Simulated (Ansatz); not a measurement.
Write the native input for Ansatz 0.2.0 that does the following.

```
Task                : single point
Functional          : LDA
Potentials or basis : all-electron LAPW, relativistic spinors
Cutoff              : 179 eV (chosen from the basis error)
Basis error allowed : 0.001 eV/atom
k mesh              : 7 × 7 × 7
Occupations         : gaussian, width 0.01 eV
Spin                : spin-orbit coupling, no magnetisation
```

The system is Te.

```xyz
1
Lattice="3.1542 0.0000 0.0000 -0.2173 3.1467 0.0000 -0.2173 -0.2328 3.1381" Properties=species:S:1:pos:R:3 pbc="T T T"
Te    1.3598    1.4569    1.5690
```

This isn't the form of Te at room conditions, which is trigonal, of chains.

The cell isn't the ideal one: the cell as VASP's run set it.

These files were run (other wordings do the same):

input.yaml

```yaml
crystal:
  lattice:
    - [3.15419047, 0.0, 0.0]
    - [-0.2173210954, 3.1466949427, 0.0]
    - [-0.2173210954, -0.2328476703, 3.1380680402]
  atoms:
    - { symbol: Te, position: [0.5, 0.5, 0.5] }
kpoints:
  mp_grid: { grid: [7, 7, 7] }
scf:
  occupations: { method: gaussian, width: 0.01 }
hamiltonian:
  xc: lda
  pseudopotentials: { kind: all_electron, lapw: { basis_error: 0.001 } }
magnetization:
  noncollinear: true
  spin_orbit: true
output:
  forces: true
  stress: true
  eigenvalues: true
```

Potentials or basis: all-electron LAPW, relativistic spinors.

The run is started by

```console
$ ansatz run input.yaml --threads 1 --pin off --max-ram 3072MiB --backend cpu --events-out ev --progress --plain --runs-dir out
```

It gave:

```yaml
Pressure: -1.0 GPa
Band_gap_on_the_k_mesh: none (metal or under the smearing width)
```

Caveat: the k mesh is thin for a metal, which can move the energy by tens of meV per atom.

Run time: 39 s on 1 thread of Intel(R) Xeon(R) Platinum 8259CL CPU @ 2.50GHz (Skylake/Cascade Lake), on a shared host, peak memory 0.35 GiB.
